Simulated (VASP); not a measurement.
# Os: band structure with PW91

The system is Os.

```
Os
1.0
     2.73410    0.00000    0.00000
    -1.36705    2.36780    0.00000
     0.00000    0.00000    4.31970
Os
2
Cartesian
  1.3671 0.7893 3.2398
  0.0000 1.5785 1.0799
```

```yaml
Program: VASP 6.6.1
Task: band structure
Functional: PW91
Potentials_or_basis: VASP PAW PBE potentials, release 64 (Os)
Cutoff: 520 eV
k_mesh: 11 × 11 × 6
Occupations: fermi-dirac, width 0.05 eV
Spin: no spin polarisation
Further_INCAR_settings: ALGO = Normal; EDIFF = 1e-06
```

* Pressure: 13.3 GPa
* Band gap along the path: none (metal or under the smearing width)

Stress tensor (GPa, compression positive):
```
13.13  0.00  0.00
 0.00 13.13  0.00
 0.00  0.00 13.51
```

Levels at the corners of the path, in eV from the Fermi level:
| point | band 5 | band 6 | band 7 | band 8 | band 9 | band 10 | band 11 | band 12 |
| --- | --- | --- | --- | --- | --- | --- | --- | --- |
| Γ | -2.77 | -2.18 | -2.18 | -1.53 | -1.53 | 0.15 | 1.74 | 1.74 |
| M | -2.82 | -2.53 | -1.84 | 2.10 | 2.66 | 2.78 | 4.50 | 5.81 |
| M | -2.82 | -2.53 | -1.84 | 2.10 | 2.66 | 2.78 | 4.50 | 5.81 |
| K | -3.40 | -3.40 | -1.29 | 1.54 | 1.54 | 2.12 | 5.48 | 5.48 |
| K | -3.40 | -3.40 | -1.29 | 1.54 | 1.54 | 2.12 | 5.48 | 5.48 |
| Γ | -2.77 | -2.18 | -2.18 | -1.53 | -1.53 | 0.15 | 1.74 | 1.74 |
| Γ | -2.77 | -2.18 | -2.18 | -1.53 | -1.53 | 0.15 | 1.74 | 1.74 |
| A | -3.22 | -3.22 | -3.22 | -3.22 | 0.94 | 0.94 | 0.94 | 0.94 |
| A | -3.22 | -3.22 | -3.22 | -3.22 | 0.94 | 0.94 | 0.94 | 0.94 |
| L | -1.17 | -1.17 | -0.07 | -0.07 | 2.43 | 2.43 | 3.39 | 3.39 |
| L | -1.17 | -1.17 | -0.07 | -0.07 | 2.43 | 2.43 | 3.39 | 3.39 |
| H | -3.37 | -3.37 | -1.32 | -1.32 | 1.69 | 1.69 | 8.46 | 8.46 |
| H | -3.37 | -3.37 | -1.32 | -1.32 | 1.69 | 1.69 | 8.46 | 8.46 |
| A | -3.22 | -3.22 | -3.22 | -3.22 | 0.94 | 0.94 | 0.94 | 0.94 |
| L | -1.17 | -1.17 | -0.07 | -0.07 | 2.43 | 2.43 | 3.39 | 3.39 |
| M | -2.82 | -2.53 | -1.84 | 2.10 | 2.66 | 2.78 | 4.50 | 5.81 |
| K | -3.40 | -3.40 | -1.29 | 1.54 | 1.54 | 2.12 | 5.48 | 5.48 |
| H | -3.37 | -3.37 | -1.32 | -1.32 | 1.69 | 1.69 | 8.46 | 8.46 |

It took 26 s on 1 thread of Intel(R) Xeon(R) Platinum 8559C (Emerald Rapids), on a shared host, peak memory 0.16 GiB.

Caveat: the PAW data sets were made with another functional, which shifts forces and pressure a little; spin-orbit coupling is left out, which moves the levels of the heavy elements.
